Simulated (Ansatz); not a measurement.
# Property card for AlRu

These are results of DFT r2SCAN, scalar-relativistic, plane waves, PAW (Ansatz), not measurements.

Cutoff 500 eV; k points 14×14×14 on the computed 2-atom cell (Γ-centred); Gaussian smearing, width 0.10 eV; no spin polarisation.

The structure is relaxed at this level of theory with its symmetry kept. Whether it is the stable form of this composition wasn't checked.

```
CELL_PARAMETERS angstrom
2.98262 0.00000 0.00000
0.00000 2.98262 0.00000
0.00000 0.00000 2.98262
ATOMIC_POSITIONS crystal
Al 0.00000 0.00000 0.00000
Ru 0.50000 0.50000 0.50000
```

| Property | Result |
| --- | --- |
| Space group | Pm-3m (No. 221) |
| Volume per atom | 13.27 Å³ |
| Formation energy from the elements' standard states (uncorrected) | -0.708 eV/atom |
| Generalised Kohn–Sham band gap | none (metal) |
| Density of states at the Fermi level | 1.56 states/eV per cell |
| Löwdin character within 0.5 eV of the Fermi level | Ru 4d 84 %, Al 3p 11 % |
| Bulk modulus | 220 GPa |
| Its pressure derivative | 4.3 |
| Bader charges (e) | Al (1 in the cell) 2.06, Ru (1 in the cell) -2.06 |